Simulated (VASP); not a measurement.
CdSe (Cadmoselite), 4 atoms in the cell. It takes space group P6_3mc (No. 186, hexagonal). The conventional cell has a = 4.310 Å, b = 4.310 Å, c = 7.035 Å, α = 90.00°, β = 90.00°, γ = 120.00°. Around Cd (site symmetry 3m) lie 4 Se at 2.64 Å. Se (site symmetry 3m) is surrounded by 4 Cd at 2.64 Å. 

```yaml
Program: VASP 6.6.1
Task: relaxation of cell and atoms
Functional: PBEsol
Potentials_or_basis: VASP PAW PBE potentials, release 64 (Cd, Se)
Cutoff: 600 eV
k_mesh: 9 × 9 × 4
Occupations: gaussian, width 0.03 eV
Spin: no spin polarisation
Further_INCAR_settings: ALGO = Normal; EDIFF = 1e-07; IBRION = 2; EDIFFG = -0.005; NSW = 90; ISIF = 3
```

Potentials or basis: VASP PAW PBE potentials, release 64 (Cd, Se).

The run is started by

```sh
$ cat potpaw_PBE.64/Cd/POTCAR potpaw_PBE.64/Se/POTCAR > POTCAR
$ mpirun -np 2 vasp_std > vasp.out
```

Hardware: 2 MPI ranks on Intel(R) Xeon(R) Platinum 8559C (Emerald Rapids), on a shared host.

Question: How long does it take, and how much memory?

Answer: Run time: 57 s on 2 MPI ranks on Intel(R) Xeon(R) Platinum 8559C (Emerald Rapids) (shared host), peak memory 0.29 GiB a rank. Counts: scf iterations 16, k points 36, ion steps 1.
